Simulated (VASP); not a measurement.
Runs of VASP 6.6.1 on TiH2. It takes space group I4/mmm (No. 139, tetragonal). The conventional cell has a = 3.202 Å, b = 3.202 Å, c = 4.168 Å, α = 90.00°, β = 90.00°, γ = 90.00°. Around Ti (site symmetry 4/mmm) lie 8 H at 1.91 Å. Around H (site symmetry -4m2) lie 4 Ti at 1.91 Å and 2 H at 2.08 Å. The cell comes from a database or a generator and needn't be the stable form of this composition.

```tsv
task	level	potentials or basis	cell	k mesh	cutoff (eV)	mesh quality	gap on the mesh (eV)	pressure (GPa)	relaxed volume (Å³/atom)
relaxation of cell and atoms	PBEsol	VASP PAW PBE potentials, release 64 (Ti_sv, H)	relaxed	18 × 18 × 18	600	not flagged	none	0.0	(b)
single point	PBEsol	VASP PAW PBE potentials, release 64 (Ti_sv, H)	as given	18 × 18 × 18	520	not flagged	none	-3.4	-
relaxation of cell and atoms	PBEsol	VASP PAW PBE potentials, release 64 (Ti, H)	relaxed	18 × 18 × 18	580	not flagged	none	0.0	(a)
relaxation of cell and atoms	PBEsol	VASP PAW PBE potentials, release 64 (Ti_sv, H)	relaxed	6 × 6 × 6	600	coarse	none	0.0	6.98
relaxation of cell and atoms	LDA	VASP PAW LDA potentials, release 64 (Ti_sv, H)	relaxed	18 × 18 × 18	600	not flagged	none	0.0	6.81
```

Alike in all rows: no spin polarisation; smearing gaussian 0.1 eV.

Fill in the values left out.

(a) 7.00; (b) 6.96.

Caveats: some runs use coarse meshes; the PAW data sets were made with another functional, which shifts forces and pressure a little (some runs).

A gap of «none» marks a metal or a gap under the smearing width.

The runs don't all hold the same shells in valence.

Runs at the PBE level aren't shown here.
